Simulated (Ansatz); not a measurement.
An Ansatz input:

```yaml
crystal:
  lattice:
    - [0.0, 2.8628156905, 2.8628156905]
    - [2.8628156905, 0.0, 2.8628156905]
    - [2.8628156905, 2.8628156905, 0.0]
  atoms:
    - { symbol: Os, position: [0.125, 0.125, 0.125] }
    - { symbol: Os, position: [0.875, 0.875, 0.875] }
hamiltonian:
  xc: rpbe
  pseudopotentials:
    kind: paw
    azcp:
      Os: "pseudopotentials/Os.paw.azcp"
basis:
  ecutwfc: 420
  fft_grid_basis: typed
kpoints:
  mp_grid: { grid: [11, 11, 11], shift: [0, 0, 0] }
magnetization:
  spin_polarized: false
scf:
  occupations: { method: fermi_dirac, width: 0.1 }
  lower_state_search: "off"
output:
  stress: true
```

Terminal output

```
Engine: ansatz 0.2.0, aarch64-unknown-linux-gnu
Pseudopotentials: kind: paw
Pseudopotential: Os, paw, valence charge 16, recommended cutoff 420 eV (normal) 
Functional definition: RPBE
  parameter kappa = 0.804
  parameter beta = 0.06672455060314922
  exchange = rpbe_x(kappa = kappa, mu = beta*pi^2/3)
  correlation = pbe_c(beta = beta)
Crystal: 2 atoms, lattice volume = 46.926 Å³
Basis set: ecut = 420 eV, 941 PW (Γ)
Bands: 20, of which v1, the nominal top of the filled ones, is band 16 counted from 1 (15 counted from 0)
Symmetry: 48 space group operations
Space group: Fd-3m (ITA 227), of the structure as read, at distance tolerance 3.6e-5 Å
k-points: 56 of 1331
Non-local potential: Os, projectors of the file, l = 0: 3, l = 1: 2, l = 2: 2, l = 3: 1
PAW form: soft (Blöchl's): semilocal exchange-correlation on the pseudo side does not see the compensation charge
PAW frozen core: Os, regenerated for the run's functional, and the local potential with it (the file was generated under x = pbe(κ = 0.804, μ = 0.2195149727645171), c = pbe(β = 0.06672455060314922))
PAW one-centre angular grid: Os, 590 points (default); XC on 64 Gauss nodes
Initial density: superposition of atomic densities (neutral atoms: chi_scale 0, normalization atom), corrected by the library's trained network
Initial wavefunctions: pseudopotential atomic-orbital guess
Functional: x = rpbe, c = pbe(β = 0.06672455060314922)
SCF iter   1: F=—  HF=-22792.878538 eV  |F-HF|=—  |Δ(HF+E_count)|=         —  Δρ=9.07e-3  dr2=5.14e-2  ethr=1.77e-3  ⟨swp⟩=5.2  Hψ=4597  notcnv=0
SCF iter   2: F=—  HF=-22792.869521 eV  |F-HF|=—  |Δ(HF+E_count)|=   9.02e-3  Δρ=4.57e-3  dr2=1.52e-2  ethr=1.61e-4  ⟨swp⟩=1.1  Hψ=1625  notcnv=0
SCF iter   3: F=—  HF=-22792.866858 eV  |F-HF|=—  |Δ(HF+E_count)|=   2.66e-3  Δρ=1.02e-3  dr2=7.15e-4  ethr=4.74e-5  ⟨swp⟩=2.0  Hψ=1573  notcnv=0
SCF iter   4: F=—  HF=-22792.866968 eV  |F-HF|=—  |Δ(HF+E_count)|=   1.10e-4  Δρ=2.76e-4  dr2=6.19e-5  ethr=2.24e-6  ⟨swp⟩=2.4  Hψ=1565  notcnv=0
SCF iter   5: F=—  HF=-22792.867015 eV  |F-HF|=—  |Δ(HF+E_count)|=   4.72e-5  Δρ=8.58e-5  dr2=2.83e-6  ethr=1.93e-7  ⟨swp⟩=2.0  Hψ=1584  notcnv=0
SCF iter   6: F=—  HF=-22792.867021 eV  |F-HF|=—  |Δ(HF+E_count)|=   6.19e-6  Δρ=2.14e-5  dr2=1.70e-7  ethr=8.83e-9  ⟨swp⟩=2.0  Hψ=1590  notcnv=0
SCF iter   7: F=-22792.867022 eV  HF=-22792.867022 eV  |F-HF|=1.30e-8  |Δ(HF+E_count)|=   6.01e-7  Δρ=3.60e-6  dr2=4.05e-9  ethr=3.13e-10  ⟨swp⟩=4.2  Hψ=3656  notcnv=0
SCF 1 converged in 7 iterations: F = -22792.867022 eV  dr2 = 4.05e-9
SCF converged after 7 iterations
Free energy (F): -22792.867022 eV
Harris-Foulkes:  -22792.867022 eV  (|F-HF|=1.30e-8)
Internal energy: -22792.801270 eV  (E = F + TS)
E sigma→0 (E₀):  -22792.834146 eV
Entropy (-TS):   -0.065751 eV (-32.876 meV/atom)
Fermi energy:    13.513181 eV
--- Per-component energies (eV) ---
  E_band       = -503.896286
  E_kinetic    = 1114.573590
  E_local      = -3078.162562  (includes V_loc(G=0)·N_el)
  E_nonlocal   = -3.791178
  E_hartree    = 1219.855790
  E_xc         = -527.976582
  E_vxc        = -559.538637  (∫ρ·V_xc dr)
  E_paw        = -18049.093086  (= ΣΔE_a)
  E_vpaw       = -416.686705  (= ΣTr[D̂ρ^β])
  E_aug_tail   = -0.000130  (compensation charges beyond the density's cutoff)
  E_ewald      = -3468.159596
  E_core_change = -0.047515  (= ΣΔE_core)
  E_smearing   = -0.065751  (= −TS)
  E_closure    = -0.000000  (closes the sum)
  Σ components = -22792.867022   (vs F -22792.867022, Δ=0.00e0)
--- Stress (GPa, compression-positive) ---
      -12.521385      -0.000000       0.000000
       -0.000000     -12.521385       0.000000
        0.000000       0.000000     -12.521385
  P = ⅓ Tr σ = -12.5214 GPa (-125.214 kbar)
```
